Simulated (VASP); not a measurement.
## From an Ansatz input to VASP: BP (rocksalt)

Ansatz input

```yaml
crystal:
  lattice:
    - [0.0, 2.029255, 2.029255]
    - [2.029255, 0.0, 2.029255]
    - [2.029255, 2.029255, 0.0]
  atoms:
    - { symbol: B, position: [0.0, 0.0, 0.0] }
    - { symbol: P, position: [0.5, 0.5, 0.5] }
kpoints:
  mp_grid: { grid: [10, 10, 10] }
hamiltonian:
  xc: pbe
scf:
  occupations: { method: fermi_dirac, width: 0.02 }
relax:
  f_tol: 0.005
  cell: {}
```

Question: Translate this input to VASP.

Answer: 

INCAR

```
EDIFF = 1E-7
ENCUT = 600
LWAVE = .FALSE.
EDIFFG = -5E-3
GGA = PE
PREC = Accurate
IBRION = 2
ISIF = 3
LCHARG = .FALSE.
LREAL = .FALSE.
LASPH = .TRUE.
ISMEAR = -1
NELM = 120
NBANDS = 11
SIGMA = 0.02
NSW = 40
```

KPOINTS

```
KPOINTS created by Atomic Simulation Environment
0
Gamma
10 10 10
0 0 0
```

POSCAR

```
B  P
 1.0000000000000000
     0.0000000000000000    2.0292550000000000    2.0292550000000000
     2.0292550000000000    0.0000000000000000    2.0292550000000000
     2.0292550000000000    2.0292550000000000    0.0000000000000000
 B   P
   1   1
Cartesian
  0.0000000000000000  0.0000000000000000  0.0000000000000000
  2.0292550000000000  2.0292550000000000  2.0292550000000000
```

VASP ran with the recommended PBE PAW datasets (8 valence electrons in the cell). Other inputs would serve too.

```
                                            Ansatz                   VASP
relaxed cell vector lengths  3.049, 3.049, 3.049 Å  3.048, 3.048, 3.048 Å
        relaxed cell volume               20.05 Å³               20.02 Å³
```

Each program uses its own PAW datasets. VASP's cell holds 8 valence electrons and Ansatz's 8.
